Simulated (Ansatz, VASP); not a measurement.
# One calculation of HfO2, two programs

```
CELL_PARAMETERS angstrom
0.00000 2.57879 2.57879
2.57879 0.00000 2.57879
2.57879 2.57879 0.00000
ATOMIC_POSITIONS crystal
Hf 0.00000 0.00000 0.00000
O 0.25000 0.25000 0.25000
O 0.75000 0.75000 0.75000
```

Alike in both runs: task single point; functional r2SCAN; k mesh 8 × 8 × 8; no spin polarisation.

|  | VASP | Ansatz |
| --- | --- | --- |
| version | VASP 6.6.1 | Ansatz 0.2.0 |
| potentials or method | VASP PAW PBE potentials, release 64 (Hf_pv, O) | plane waves, PAW |
| plane-wave cutoff (eV) | 520 | 500 |
| occupations | gaussian, width 0.01 eV | fixed |
| valence electrons in the cell | 22 | 38 |

Ansatz gave:

```
gap on the k mesh at the Fermi level (eV) : 4.14
pressure (GPa)                            : -14.0
```

Task: What did VASP give for the same quantities?

Result: gap on the k mesh at the Fermi level (eV): 4.14; pressure (GPa): -17.4.

The two sets of potentials don't hold the same shells in valence.

Caveats: so large a pressure means that the cell lies far from this level's equilibrium, or that cutoff or potentials fall short (VASP); the potentials were made for another functional, which shifts forces and pressure (VASP); spin-orbit coupling is left out, which moves the levels of the heavy elements. A k mesh can miss the band edges. r2SCAN opens gaps a little over a GGA but as a rule still falls short of measured ones.
